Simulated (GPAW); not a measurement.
## C: energy against volume and a worked fit

```
C
1.0
     0.00000    1.78337    1.78337
     1.78337    0.00000    1.78337
     1.78337    1.78337    0.00000
C
2
Cartesian
  0.8917 0.8917 0.8917
  0.0000 0.0000 0.0000
```

The cell was scaled at fixed shape and fractions and run with GPAW, GPAW PAW data sets (gpaw-data 1.2.1), cutoff 800 eV; C09-vdW, k mesh 10 × 10 × 10 on the cell of 2 atoms, fermi-dirac occupations of 0.05 eV, no spin polarisation, no spin-orbit coupling. The potentials were made for PBE. Energies are those that the program minimises, any entropy of the smearing included.

| V (Å³/atom) | energy over the lowest row (meV/atom) |
| --- | --- |
| 5.3315 | 27.11 |
| 5.4450 | 10.83 |
| 5.5584 | 2.03 |
| 5.6718 | 0.00 |
| 5.7853 | 4.18 |
| 5.8987 | ? |
| 6.0122 | 29.10 |

Task: Fit the third-order Birch-Murnaghan form, give V0, B0 and B′, and predict the energy left open.

Result: With y = (V0/V)^(2/3), E = E0 + (9 V0 B0/16) [(y - 1)³ B′ + (y - 1)² (6 - 4y)]. Least squares through the rows shown give V0 = 5.6506 Å³/atom, E0 = -0.11 meV, B0 = 444.0 GPa (1 eV/Å³ = 160.218 GPa) and B′ = 3.49, with a largest miss of 0.02 meV. At V = 5.8987 the form with these constants gives 14.04 meV; the run gave 14.08 meV an atom. Measured volume: 5.672 Å³/atom at 293.15 K (COD entry, doi:10.1021/ja01156a043), so the fit lies -0.4 % from it. Measured modulus: 443 GPa (arxiv:1701.05631), so the fit lies +0.2 % from it. The runs are for a static lattice.
